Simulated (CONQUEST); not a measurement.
**Nb under changes of volume**

One of the cells (18.428 Å³/atom); the others are scaled copies at fixed shape and fractional positions:

```
Nb
1.0
     3.32790    0.00000    0.00000
     0.00000    3.32790    0.00000
     0.00000    0.00000    3.32790
Nb
2
Direct
  0.00000 0.00000 0.00000
  0.50000 0.50000 0.50000
```

- Program: CONQUEST 1.3
- Functional: PBEsol
- Potentials or basis: PseudoDojo NC PBEsol, DZP, grid of 32 × 32 × 32 points
- k mesh: 8 × 8 × 8
- Occupations: fermi-dirac, width 0.05 eV
- Spin: no spin polarisation

```csv
volume (Å³/atom),energy over the lowest point (meV/atom),pressure (GPa)
17.322,2.94,3.4
17.691,0.00,-0.6
18.060,5.04,-3.7
18.428,19.37,-7.6
18.797,40.19,-9.9
19.165,?,?
19.534,100.60,-15.4
```

What does the run at 19.165 Å³/atom give?

Energy over the lowest point 66.86 meV/atom; pressure -13.5 GPa.

Worked out: A Birch-Murnaghan fit of order 3 (a polynomial in V^(-2/3)) to the other rows has its minimum at 17.64 Å³/atom with B0 = V·E''(V) = 191 GPa and B' = 4.5. It gives 67.50 meV/atom at 19.165 Å³/atom, against the run's 66.86, and -dE/dV = -13.2 GPa, against -13.5.

Energies are extrapolated to zero smearing.

Caveats: the basis of atomic orbitals isn't converged, which shifts pressures, moduli and gaps.
